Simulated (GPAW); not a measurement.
Crystal: TiSe.

```xyz
4
Lattice="4.1784 0.0000 0.0000 0.0000 4.1784 0.0000 0.0000 0.0000 5.9844" Properties=species:S:1:pos:R:3 pbc="T T T"
Se    0.0000    2.0892    4.5515
Se    2.0892    0.0000    1.4329
Ti    0.0000    0.0000    0.0000
Ti    2.0892    2.0892    0.0000
```

The cell comes from a database or a generator and needn't be the stable form of this composition.

Base run:

| Item | Value |
| --- | --- |
| Program | GPAW 26.7.0 |
| Functional | PBEsol |
| Potentials or basis | PAW data sets generated in the run's folder for this functional |
| Cutoff | 600 eV |
| Basis | pw |
| k mesh | 6 × 6 × 4 |
| Occupations | fermi-dirac, width 0.05 eV |
| Spin | no spin polarisation |
| Hubbard terms | Ti d U = 3 eV |

Its results: pressure -1.3 GPa; largest force 0.087 eV/Å.

The run is repeated on the same cell with these changes: hubbard terms from Ti d U = 3 eV to Ti d U = 4 eV. What comes out?

Pressure -0.5 GPa; largest force 0.311 eV/Å.

Caveats: this functional lacks dispersion, which binds the layers, so the pressure and a relaxed spacing across them are unreliable; U without spin polarisation on a metal has little footing.
